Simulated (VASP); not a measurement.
Input of a VASP 6.6.1 run:

The input POSCAR:

```
B
1.0
    1.8852400000      0.0000000000      0.0000000000
    0.0000000000      1.8852400000      0.0000000000
    0.0000000000      0.0000000000      1.8852400000
B
1
Direct
    0.5000000000      0.5000000000      0.5000000000
```

The input INCAR.step1:

```
PREC = Accurate
ENCUT = 520
EDIFF = 1E-5
ISMEAR = -1
SIGMA = 0.05
LREAL = F
LASPH = T
NELM = 100
ALGO = Normal
ISIF = 2
LWAVE = T
LCHARG = F
GGA = PE
```

Contents of INCAR.step2:

```
PREC = Accurate
ENCUT = 520
EDIFF = 1E-7
ISMEAR = -1
SIGMA = 0.05
LREAL = F
LASPH = T
NELM = 100
ALGO = Normal
ISIF = 2
LWAVE = F
LCHARG = F
GGA = PE
LHFCALC = T
HFSCREEN = 0.6
AEXX = 0.25
PRECFOCK = Fast
ISTART = 1
```

KPOINTS

```
regular mesh
0
Gamma
  7 7 7
```

Potentials or basis: VASP PAW PBE potentials, release 64 (B).

Launch:

```bash
$ cat potpaw_PBE.64/B/POTCAR > POTCAR
$ cp INCAR.step1 INCAR
$ mpirun -np 1 vasp_std > vasp.out
$ cp INCAR.step2 INCAR
$ mpirun -np 1 vasp_std > vasp.out
```

What does it give for the band gap on the k mesh?

None (metal or under the smearing width).

Predict the pressure.

-3.0 GPa.

Caveat: the k mesh is coarse (spacing up to 0.48 Å⁻¹), so the values aren't converged, least of all with exact exchange; the PAW data sets were made with another functional, which shifts forces and pressure a little.
